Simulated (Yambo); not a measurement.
# ZnSe (Stilleite) (F-43m) in Yambo: further runs, part 2 of 2

Yambo 5.3.0.

**3. Optical spectrum by the Bethe-Salpeter equation, PBE**

The input, bse11.in:

```
optics
bse
bss
rim_cut
em1s
RandQpts= 1000000
RandGvec= 50 RL
Chimod= "HARTREE"
% BndsRnXs
 1 | 28 |
%
NGsBlkXs= 5 Ry
% LongDrXs
 1 | 1 | 1 |
%
BSKmod= "SEX"
BSEmod= "retarded"
BSSmod= "d"
% BSEQptR
 1 | 1 |
%
% BSEBands
 11 | 17 |
%
BSENGexx= 10 Ry
BSENGBlk= 5 Ry
% BEnRange
 0 | 10 | eV
%
% BDmRange
 0.05 | 0.05 | eV
%
BEnSteps= 150
% BLongDir
 1 | 1 | 1 |
%
BSEprop= "abs"
WRbsWF
% KfnQP_E
 0.9 | 1.0 | 1.0 |
%
```

The input, scf.in:

```
&CONTROL
  calculation = 'scf'
  prefix = 'pwscf'
  outdir = './tmp'
  pseudo_dir = './pseudo'
/
&SYSTEM
  ibrav = 0
  A = 4.00759839
  nat = 2
  ntyp = 2
  ecutwfc = 70
  nbnd = 20
  occupations = 'smearing'
  smearing = 'fd'
  degauss = 0.00367493
  force_symmorphic = .true.
/
&ELECTRONS
  conv_thr = 4d-10
  electron_maxstep = 120
  mixing_beta = 0.5
/
ATOMIC_SPECIES
Se    78.9710 Se_ONCV_PBE-1.2.upf
Zn    65.3800 Zn_ONCV_PBE-1.2.upf
CELL_PARAMETERS alat
   0.0000000000    0.7071067817    0.7071067817
   0.7071067817    0.0000000000    0.7071067817
   0.7071067817    0.7071067817    0.0000000000
ATOMIC_POSITIONS alat
Se     1.0606601726    1.0606601726    1.0606601726
Zn     0.0000000000    0.0000000000    0.0000000000
K_POINTS automatic
8 8 8 0 0 0
```

The input, nscf.in:

```
&CONTROL
  calculation = 'nscf'
  prefix = 'pwscf'
  outdir = './tmp'
  pseudo_dir = './pseudo'
/
&SYSTEM
  ibrav = 0
  A = 4.00759839
  nat = 2
  ntyp = 2
  ecutwfc = 70
  nbnd = 133
  occupations = 'fixed'
  force_symmorphic = .true.
/
&ELECTRONS
  conv_thr = 1d-08
  diago_full_acc = .true.
  diago_thr_init = 1d-06
/
ATOMIC_SPECIES
Se    78.9710 Se_ONCV_PBE-1.2.upf
Zn    65.3800 Zn_ONCV_PBE-1.2.upf
CELL_PARAMETERS alat
   0.0000000000    0.7071067817    0.7071067817
   0.7071067817    0.0000000000    0.7071067817
   0.7071067817    0.7071067817    0.0000000000
ATOMIC_POSITIONS alat
Se     1.0606601726    1.0606601726    1.0606601726
Zn     0.0000000000    0.0000000000    0.0000000000
K_POINTS automatic
4 4 4 0 0 0
```

Potentials or basis: SG15 PBE 1.2.

On the command line:

```sh
> OMP_NUM_THREADS=1 pw.x -in scf.in > scf.out
> OMP_NUM_THREADS=1 pw.x -in nscf.in > nscf.out
> cd tmp/pwscf.save; p2y; mv SAVE ../..; cd ../..
> OMP_NUM_THREADS=1 yambo
> mkdir -p bse11; ln -s $PWD/g0w00/ndb.RIM bse11/
> OMP_NUM_THREADS=1 yambo -F bse11.in -J bse11 -C bse11_out
> OMP_NUM_THREADS=1 ypp -J bse11 -C bse11_out -e s -b 1
```

Yambo's report:

```text
[... sections 02.01 to 02.04 as in the set-up run ...]

  [02.05] Energies & Occupations
  ==============================

  [X] === General ===
  [X] Electronic Temperature                        :  0.000000  0.000000 [eV K]
  [X] Bosonic    Temperature                        :  0.000000  0.000000 [eV K]
  [X] Finite Temperature mode                       : no
  [X] El. density                                   :  0.57126E+24 [cm-3]
  [X] Fermi Level                                   :  7.021464 [eV]

  [X] === Gaps and Widths ===
  [X] Conduction Band Min                           :  1.276018 [eV]
  [X] Valence Band Max                              :  0.000000 [eV]
  [X] Filled Bands                                  :  13
  [X] Empty Bands                                   :   14  133
  [X] Direct Gap                                    :  1.276018 [eV]
  [X] Direct Gap localized at k                     :  1
  [X] Indirect Gap                                  :  1.276018 [eV]
  [X] Indirect Gap between kpts                     :  1  1
  [X] Last valence band width                       :  2.661100 [eV]
  [X] 1st conduction band width                     :  4.200058 [eV]

 [03] Transferred momenta grid and indexing
 ==========================================

 [BZ sampling] Q-grid is User defined and/or read from the database

 IBZ Q-points                                      :   8
 BZ  Q-points                                      :   64

[... 256 lines left out ...]
     [RIM] RL components                              :   51 [col]
     [RIM] Random points                              :  1000000 [col]
     [SOC] Perturbative SOC                           : no
     [K] Kernel long-range exchange                   : BAR

    [08.01.05.03] Wave-Function Phases
    ==================================

    [BSE] WF phases found       :  52.23214 [o/o]

   [08.01.06] BSE solver(s) @q1
   ============================

   [08.01.07] Diago Solver @q1
   ===========================

   [WR./bse11//ndb.BS_diago_Q1]----------------------------------------------------
    BS kernel          energies                      : Perdew, Burke & Ernzerhof(X)+Perdew, Burke & Ernzerhof(C)+ user defined corrections @E
    [K] Identifier                                   :   4324
    [K] Dimension                                    :   768
    [K] Bands                                        :  11  17
    [K] Exchange                                     : yes [res]
    [K] Correlation                                  : yes [res]
    [K] Kernel`s coupling                            : no
    [K] Exchange                                     : no [cpl]
    [K] Correlation                                  : no [cpl]
    [K] W interaction is bare                        : no
    [K] ALDA kernel in R-space                       : no
    [K] RL vectors                                   :  181 [exchange]
    [K] RL vectors                                   :   65 [correlation]
    [K] E/h energy range                             : -1.000000 -1.000000 [eV]
    [K] Coupling range                               :  100.0000  100.0000 [o/o]
    [W] Interaction is diagonal                      : no
    [W] Matrix size                                  :   65
    [W] Bands                                        :   1  28
    [W] e/h energy range                             : -1.000000 -1.000000 [eV]
    [W] Poles                                        :  100.0000 [o/o]
    [W] RL vectors in the sum                        :   3839
    [W] [r,Vnl] included                             : yes
    [W] Field direction                              :  0.577350E-5  0.577350E-5  0.577350E-5
    [W] Coulomb Cutoff                               : none
    [W] Hxc Kernel                                   : HARTREE
    [RIM] RL components                              :   51 [col]
    [RIM] Random points                              :  1000000 [col]
    [SOC] Perturbative SOC                           : no
    [K] Kernel long-range exchange                   : BAR
    [BSS] Eigenstates included                       : yes
    [BSS] Field direction                            :  0.577350E-5  0.577350E-5  0.577350E-5
    [BSS] Eigenstates computed                       :   768
    [BSS] Number of BSE matrices                     :  1
```

o-bse11.exc_qpt1_E_sorted:

```text
# [K] Identifier                                  :   4324
# [K] Dimension                                   :   768
# [K] Bands                                       :  11  17
# [K] Exchange                                    : yes [res]
# [K] Correlation                                 : yes [res]
# [K] Kernel`s coupling                           : no
# [K] Exchange                                    : no [cpl]
# [K] Correlation                                 : no [cpl]
[... 28 lines left out ...]
#
     1.98971586        0.438543728         1.00000000
     1.98990540        0.417797549E-2      2.00000000
     1.99011005        0.455521805         3.00000000
     3.78731736        0.483108634         4.00000000
     3.78744088        0.548611465E-3      5.00000000
     3.78762377        0.725842807         6.00000000
[... 35 lines left out ...]
     5.83586359        0.922809469E-6      42.0000000
     5.85357625        0.261674253E-1      43.0000000
[... 727 further lines ...]
```

Run time: 80 s. Hardware: 1 thread of Arm Neoverse V2, shared host; peak memory 0.27 GiB.

Results:

```yaml
Band_gap_on_the_k_mesh_mean-field_level: 1.28 eV, direct
Exciton_binding_energy: 0.19 eV
Lowest_exciton_energy: 1.99 eV
Lowest_bright_exciton_energy: 1.99 eV
```

Dielectric function (along the field direction of the input):
```
energy (eV)  real part  imaginary part
       0.27      12.39            0.04
       0.74      13.18            0.14
       1.28      15.96            0.46
       1.74      27.71            3.65
       2.28      -3.63            2.70
       2.82       8.34            0.68
       3.29      16.53            1.41
       3.83     -50.91           76.79
       4.36      -4.62            1.56
       4.83       4.30            0.80
       5.37      20.16            3.84
       5.84     -13.74           17.92
       6.38      -4.72            3.41
       6.91      -3.92            3.62
       7.38       2.05            1.76
       7.92      -1.96            3.54
       8.46      -0.81            3.55
       8.93      -2.64            2.89
       9.46      -1.80            0.45
      10.00      -0.43            4.57
```

Lowest exciton energies (eV): 1.99, 1.99, 1.99, 3.79, 3.79, 3.79, 3.89, 3.89

Excitons:
| energy (eV) | strength (relative to the strongest) |
| --- | --- |
| 1.990 | 0.44 |
| 1.990 | 0.0042 |
| 1.990 | 0.46 |
| 3.787 | 0.48 |
| 3.787 | 0.00055 |
| 3.788 | 0.73 |
| 3.895 | 2.7e-09 |
| 3.895 | 3.2e-07 |
| 3.895 | 1.2e-09 |
| 3.919 | 6.2e-07 |
| 3.919 | 6.5e-07 |
| 3.955 | 4.4e-08 |

Caveat: the k mesh is coarse (spacing up to 0.48 Å⁻¹), so the values aren't converged; the scissor is the correction of the direct gap in an earlier G0W0 run on the same states; exciton energies and binding change strongly with the k mesh and aren't converged on this one; spectra need much finer meshes, so this one isn't converged.

**4. Optical spectrum by the Bethe-Salpeter equation, PBE**

The input, bse12.in:

```
optics
bse
bss
rim_cut
em1s
RandQpts= 1000000
RandGvec= 50 RL
Chimod= "HARTREE"
% BndsRnXs
 1 | 28 |
%
NGsBlkXs= 5 Ry
% LongDrXs
 1 | 1 | 1 |
%
BSKmod= "SEX"
BSEmod= "retarded"
BSSmod= "h"
% BSEQptR
 1 | 1 |
%
% BSEBands
 11 | 16 |
%
BSENGexx= 30 Ry
BSENGBlk= 5 Ry
% BEnRange
 0 | 15 | eV
%
% BDmRange
 0.1 | 0.1 | eV
%
BEnSteps= 200
% BLongDir
 1 | 1 | 1 |
%
BSEprop= "abs"
BSHayTrs= -0.02
% KfnQP_E
 0.9 | 1.0 | 1.0 |
%
```

scf.in is that of step 3.

nscf.in is that of step 3.

Potentials or basis: SG15 PBE 1.2.

On the command line:

```sh
> OMP_NUM_THREADS=1 pw.x -in scf.in > scf.out
> OMP_NUM_THREADS=1 pw.x -in nscf.in > nscf.out
> cd tmp/pwscf.save; p2y; mv SAVE ../..; cd ../..
> OMP_NUM_THREADS=1 yambo
> mkdir -p bse12; ln -s $PWD/bse11/ndb.em1s* bse12/
> mkdir -p bse12; ln -s $PWD/g0w00/ndb.RIM bse12/
> OMP_NUM_THREADS=1 yambo -F bse12.in -J bse12 -C bse12_out
```

Yambo's report:

```text
[... sections 02.01 to 02.04 as in the set-up run ...]

  [02.05] Energies & Occupations
  ==============================

  [X] === General ===
  [X] Electronic Temperature                        :  0.000000  0.000000 [eV K]
  [X] Bosonic    Temperature                        :  0.000000  0.000000 [eV K]
  [X] Finite Temperature mode                       : no
  [X] El. density                                   :  0.57126E+24 [cm-3]
  [X] Fermi Level                                   :  7.021464 [eV]

  [X] === Gaps and Widths ===
  [X] Conduction Band Min                           :  1.276018 [eV]
  [X] Valence Band Max                              :  0.000000 [eV]
  [X] Filled Bands                                  :  13
  [X] Empty Bands                                   :   14  133
  [X] Direct Gap                                    :  1.276018 [eV]
  [X] Direct Gap localized at k                     :  1
  [X] Indirect Gap                                  :  1.276018 [eV]
  [X] Indirect Gap between kpts                     :  1  1
  [X] Last valence band width                       :  2.661100 [eV]
  [X] 1st conduction band width                     :  4.200058 [eV]

 [03] Transferred momenta grid and indexing
 ==========================================

 IBZ Q-points                                      :   8
 BZ  Q-points                                      :   64

 K/Q-points units:
 rlu = crystal or reduced units; cc = cartesian coordinates; iku = interal k-units

 Q [1]          [rlu]:  0.000000  0.000000  0.000000
 Q [2]          [rlu]:  0.12022E-16  0.12022E-16  0.25000
 Q [3]          [rlu]: -0.76452E-17 -0.76452E-17 -0.50000
 Q [4]          [rlu]:  0.63526E-17  0.25000      0.25000
 Q [5]          [rlu]:  0.52077E-16  0.25000      0.50000
 Q [6]          [rlu]: -0.76452E-17  0.25000     -0.25000
 Q [7]          [rlu]: -0.12705E-16 -0.50000     -0.50000
 Q [8]          [rlu]:  0.250000 -0.500000 -0.250000

 [04] Coloumb potential Random Integration (RIM)
 ===============================================

 Summary of Coulomb integrals for non-metallic bands |Q|[au] RIM/Bare

 Q [1] 0.100000E-4 0.995870 * Q [2] 0.254029 1.063761
 Q [4] 0.293327 1.062979 * Q [6] 0.414827 1.026387
 Q [5] 0.486428 1.018651 * Q [3] 0.508057 1.016906
 Q [7] 0.586654 1.013309 * Q [8] 0.655899 1.010246

 [WARNING] [Xs] User bands 1-28 break level degeneracy

[... 114 lines left out ...]
   [08.01.02] Transition Groups build-up @q1
   =========================================

   [BSK] Transition groups (total):   8
   [BSK] Size (resonant):   576
   [BSK]         (total):   576
   [BSK] N. of matrices :  1

   [08.01.03] Loading Dipoles @q1
   ==============================

   [08.01.04] Independent Particles properties @q1
   ===============================================

   [08.01.05] BSE Kernel @q1 (Resonant CORRRELATION EXCHANGE)
   ==========================================================

   [BSE] Exchange components :   893
   [BSE] Correlation components :   65  283

    [08.01.05.01] Screened interaction header I/O
    =============================================

    [08.01.05.02] Main kernel loop
    ==============================

    [WR./bse12//ndb.BS_Q1_CPU_0]----------------------------------------------------
     Brillouin Zone Q/K grids (IBZ/BZ)                :    8   64    8   64
     RL vectors                                       :   3839 [WF]
     Coulomb cutoff potential                         : none
     Parallel CPUs
     Parallel Roles
     Fragmentation                                    : no
     BS kernel          wavefunctions                 : Perdew, Burke & Ernzerhof(X)+Perdew, Burke & Ernzerhof(C)
     Static diel. fun.  energies                      : Perdew, Burke & Ernzerhof(X)+Perdew, Burke & Ernzerhof(C)
     wavefunctions                                    : Perdew, Burke & Ernzerhof(X)+Perdew, Burke & Ernzerhof(C)
     [K] Identifier                                   :  1561
     [K] Dimension                                    :   576
     [K] Bands                                        :  11  16
     [K] Exchange                                     : yes [res]
     [K] Correlation                                  : yes [res]
     [K] Kernel`s coupling                            : no
     [K] Exchange                                     : no [cpl]
     [K] Correlation                                  : no [cpl]
     [K] W interaction is bare                        : no
     [K] ALDA kernel in R-space                       : no
     [K] RL vectors                                   :   893 [exchange]
     [K] RL vectors                                   :   65 [correlation]
     [K] E/h energy range                             : -1.000000 -1.000000 [eV]
     [K] Coupling range                               :  100.0000  100.0000 [o/o]
     [W] Interaction is diagonal                      : no
     [W] Matrix size                                  :   65
     [W] Bands                                        :   1  28
     [W] e/h energy range                             : -1.000000 -1.000000 [eV]
     [W] Poles                                        :  100.0000 [o/o]
     [W] RL vectors in the sum                        :   3839
     [W] [r,Vnl] included                             : yes
     [W] Field direction                              :  0.577350E-5  0.577350E-5  0.577350E-5
     [W] Coulomb Cutoff                               : none
     [W] Hxc Kernel                                   : HARTREE
     [RIM] RL components                              :   51 [col]
     [RIM] Random points                              :  1000000 [col]
     [SOC] Perturbative SOC                           : no
     [K] Kernel long-range exchange                   : BAR

    [08.01.05.03] Wave-Function Phases
    ==================================

    [BSE] WF phases found       :  52.30035 [o/o]

   [08.01.06] BSE solver(s) @q1
   ============================

   [08.01.07] Haydock Solver in the optics basis @q1 using the hermitian scheme
   ============================================================================

   Accuracy (requested)      : -0.020000 [o/o]
   Accuracy (reached)        :  0.011037 [o/o]
   Iterations                :   55
```

o-bse12.eps_q1_haydock_bse:

```text
# Absorption @ Q(1):  0.577350269     0.577350269     0.577350269    [q->0 direction]
#
[... 60 lines left out ...]
        0.150754           0.043617           11.98981           0.027471           10.33190           0.043617           11.98981
        0.226131           0.066213           12.03079           0.041608           10.35773           0.066213           12.03079
        0.301508           0.089791           12.08900           0.056242           10.39431           0.089791           12.08900
        0.376884           0.114744           12.16528           0.071566           10.44208           0.114744           12.16528
[... 192 lines left out ...]
        14.92462           0.021656          -0.173684           0.026356          -0.383751           0.021656          -0.173684
        15.00000           0.021085          -0.157591           0.025635          -0.364177           0.021085          -0.157591
#
```

What came out:

| Quantity | Value |
| --- | --- |
| Band gap on the k mesh, mean-field level | 1.28 eV, direct |

Dielectric function (along the field direction of the input):
| energy (eV) | real part | imaginary part |
| --- | --- | --- |
| 0.30 | 12.09 | 0.09 |
| 0.68 | 12.68 | 0.24 |
| 1.06 | 14.03 | 0.53 |
| 1.43 | 17.23 | 1.46 |
| 1.81 | 28.69 | 10.46 |
| 2.19 | -7.36 | 9.49 |
| 2.56 | 4.36 | 1.75 |
| 2.94 | 9.59 | 1.38 |
| 3.32 | 16.44 | 2.95 |
| 3.69 | 35.71 | 31.30 |
| 4.07 | -10.68 | 9.82 |
| 4.45 | -2.43 | 2.25 |
| 4.82 | 3.82 | 1.56 |
| 5.20 | 11.22 | 3.14 |
| 5.58 | 25.08 | 38.25 |
| 5.95 | -14.64 | 12.06 |
| 6.33 | -6.89 | 3.58 |
| 6.71 | -5.06 | 2.05 |
| 7.09 | -2.56 | 1.40 |
| 7.46 | 2.07 | 3.53 |
| 7.84 | -3.97 | 4.53 |
| 8.22 | -3.83 | 1.98 |
| 8.59 | -0.76 | 3.64 |
| 8.97 | -4.14 | 2.32 |
| 9.35 | -2.82 | 0.68 |
| 9.72 | -1.91 | 1.50 |
| 10.10 | -2.22 | 1.74 |
| 10.48 | -1.86 | 1.01 |
| 10.85 | -2.59 | 1.46 |
| 11.23 | -1.92 | 0.29 |
| 11.61 | -1.30 | 0.56 |
| 11.98 | -1.26 | 0.14 |
| 12.36 | -0.92 | 0.23 |
| 12.74 | -0.66 | 0.22 |
| 13.12 | -0.80 | 0.10 |
| 13.49 | -0.56 | 0.06 |
| 13.87 | -0.47 | 0.04 |
| 14.25 | -0.34 | 0.03 |
| 14.62 | -0.24 | 0.02 |
| 15.00 | -0.16 | 0.02 |

Caveat: the k mesh is coarse (spacing up to 0.48 Å⁻¹), so the values aren't converged; the scissor is the correction of the direct gap in an earlier G0W0 run on the same states; exciton energies and binding change strongly with the k mesh and aren't converged on this one; spectra need much finer meshes, so this one isn't converged. A k mesh can miss the band edges.
